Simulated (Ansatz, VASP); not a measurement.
Two plane-wave programs on KF

```xyz
2
Lattice="-1.9114 1.9114 2.7087 1.9114 -1.9114 2.7087 1.9114 1.9114 -2.7087" Properties=species:S:1:pos:R:3 pbc="T T T"
K     0.0000    0.0000    5.4137
F     0.0000    0.0000    2.7123
```

Alike in both runs: functional PBE; k mesh 6 × 6 × 6; occupations gaussian, width 0.1 eV; no spin polarisation.

Ansatz relaxed the structure, and its values are those at the end. VASP's run is a single point on that final structure, the one shown.

|  | VASP | Ansatz |
| --- | --- | --- |
| version | VASP 6.6.1 | Ansatz 0.2.0 |
| potentials or method | VASP PAW PBE potentials, release 64 (K_sv, F) | scalar-relativistic, plane waves, PAW |
| plane-wave cutoff (eV) | 520 | 420 |
| valence electrons in the cell | 16 | 16 |

VASP gave:

| Property | Result |
| --- | --- |
| gap on the k mesh at the Fermi level (eV) | 5.98 |
| least direct gap on the mesh (eV) | 5.98 |
| pressure (GPa) | 0.2 |
| rms of the force components (eV/Å) | 0.005 |

Q: Estimate Ansatz's values.

A: gap on the k mesh at the Fermi level (eV): 5.99; least direct gap on the mesh (eV): 5.99; pressure (GPa): 0.2; rms of the force components (eV/Å): 0.005.

With one functional, cell and mesh, what is left measures potentials, basis and numerics.
